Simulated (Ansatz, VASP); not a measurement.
**One calculation of Sn, two programs**

```
Sn
1.0
    -2.91964    2.91964    1.59380
     2.91964   -2.91964    1.59380
     2.91964    2.91964   -1.59380
Sn
2
Direct
  0.00000 0.00000 0.00000
  0.75000 0.25000 0.50000
```

Alike in both runs: task single point; functional BLYP; k mesh 10 × 10 × 10; no spin polarisation.

|  | VASP | Ansatz |
| --- | --- | --- |
| version | VASP 6.6.1 | Ansatz 0.2.0 |
| potentials or method | VASP PAW PBE potentials, release 64 (Sn_d) | plane waves, PAW |
| plane-wave cutoff (eV) | 520 | 420 |
| occupations | methfessel-paxton of order 1, width 0.1 eV | cold, width 0.1 eV |
| valence electrons in the cell | 28 | 28 |

|  | VASP | Ansatz | Ansatz less VASP |
| --- | --- | --- | --- |
| pressure (GPa) | 6.8 | 6.8 | -0.01 |
| largest component of the traceless stress (GPa) | 0.82 | 0.86 | +0.045 |

Caveats: the PAW data sets were made with another functional, which shifts forces and pressure a little (VASP).
